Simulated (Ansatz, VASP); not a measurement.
# Pd: VASP beside Ansatz

Contents of INCAR:

```
SYSTEM = Pd
PREC     = Accurate       ! precision mode
ENCUT    = 600            ! plane-wave cutoff, eV
EDIFF    = 1E-6           ! SCF threshold, eV
ISMEAR   = -1             ! smearing method
SIGMA    = 0.05           ! smearing width, eV
LREAL    = .False.        ! projectors in reciprocal space
LASPH    = .True.         ! aspherical terms in the spheres
NELM     = 80             ! most SCF steps
ALGO     = Normal         ! electronic algorithm
ISIF     = 3              ! what is computed and relaxed
LWAVE    = .False.        ! write WAVECAR
LCHARG   = .False.        ! write CHGCAR
GGA      = PE             ! functional
IBRION   = 2              ! ionic algorithm
NSW      = 60             ! ionic steps
EDIFFG   = -0.01          ! ionic threshold
```

File KPOINTS:

```
Automatic mesh
0
Gamma
  12 12 12
  0 0 0
```

POSCAR

```
Pd
1.0
   -1.5722810000      1.5722810000      1.5722810000
    1.5722810000     -1.5722810000      1.5722810000
    1.5722810000      1.5722810000     -1.5722810000
Pd
1
Direct
    0.0000000000      0.0000000000      0.0000000000
```

input.yaml

```yaml
crystal:
  lattice:
    - [-1.572281, 1.572281, 1.572281]
    - [1.572281, -1.572281, 1.572281]
    - [1.572281, 1.572281, -1.572281]
  atoms:
    - { symbol: Pd, position: [0.0, 0.0, 0.0] }
hamiltonian:
  xc: pbe
  pseudopotentials: { kind: paw }
kpoints:
  mp_grid: { grid: [12, 12, 12] }
scf:
  occupations: { method: fermi_dirac, width: 0.05 }
output:
  forces: true
  stress: true
  eigenvalues: true
  write_density: true
  write_potential: true
  elf: true
  volumetric_format: npy
relax:
  f_tol: 0.01
  max_steps: 40
  cell: { stress_tol: 0.05 }
```

This isn't the form of Pd at room conditions, which is fcc.

Alike in both runs: task relaxation of cell and atoms; functional PBE; k mesh 12 × 12 × 12; occupations fermi-dirac, width 0.05 eV; no spin polarisation.

```csv
,VASP,Ansatz
version,VASP 6.6.1,Ansatz 0.2.0
potentials or method,"VASP PAW PBE potentials, release 64 (Pd)",Ansatz PAW
plane-wave cutoff (eV),600,420
valence electrons in the cell,10,18
```

```tsv
	VASP	Ansatz	Ansatz less VASP
gap on the k mesh at the Fermi level, each at its own relaxed structure (eV)	none	none	-
relaxed volume (Å³/atom)	15.41	15.44	+0.031
relaxed cell length with the largest relative difference (Å)	2.715	2.717	+0.0018
```

A gap of «none» marks a metal or a gap that the smearing closes. The two sets of potentials don't hold the same shells in valence.

Caveats: the plane-wave basis is chosen anew once the cell has moved, so the energies of steps on either side of that aren't comparable (Ansatz).
